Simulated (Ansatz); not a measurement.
# CdO at several levels of theory

One geometry, relaxed with PBE, and single points on it; plane waves with PAW potentials in Ansatz, scalar-relativistic unless the row names spin-orbit coupling. No spin polarisation. Meshes are on the primitive cell of 2 atoms. Gaps are the least over mesh and band path; pressure is positive in compression. Smearing is Gaussian, 0.10 eV.

```
Cd O
1.0
     0.00000    2.38384    2.38384
     2.38384    0.00000    2.38384
     2.38384    2.38384    0.00000
Cd O
1 1
Direct
  0.00000 0.00000 0.00000
  0.50000 0.50000 0.50000
```

| level | cutoff (eV) | k mesh | gap (eV) | pressure (GPa) | rough cost with bands (core-min) |
| --- | --- | --- | --- | --- | --- |
| PBE | 420 | 16×16×16 | 0 | 0.0 | 0.3 |

Question: What do r2SCAN, PBE with spin-orbit coupling, LDA give on the same cell?

Answer:
```json
{"level": "r2SCAN", "cutoff (eV)": "500", "k mesh": "16×16×16", "gap (eV)": "0", "pressure (GPa)": "-5.3", "rough cost with bands (core-min)": "0.6"}
{"level": "PBE with spin-orbit coupling", "cutoff (eV)": "420", "k mesh": "16×16×16", "gap (eV)": "0", "pressure (GPa)": "0.0", "rough cost with bands (core-min)": "0.6"}
{"level": "LDA", "cutoff (eV)": "420", "k mesh": "16×16×16", "gap (eV)": "0", "pressure (GPa)": "-11.3", "rough cost with bands (core-min)": "0.3"}
```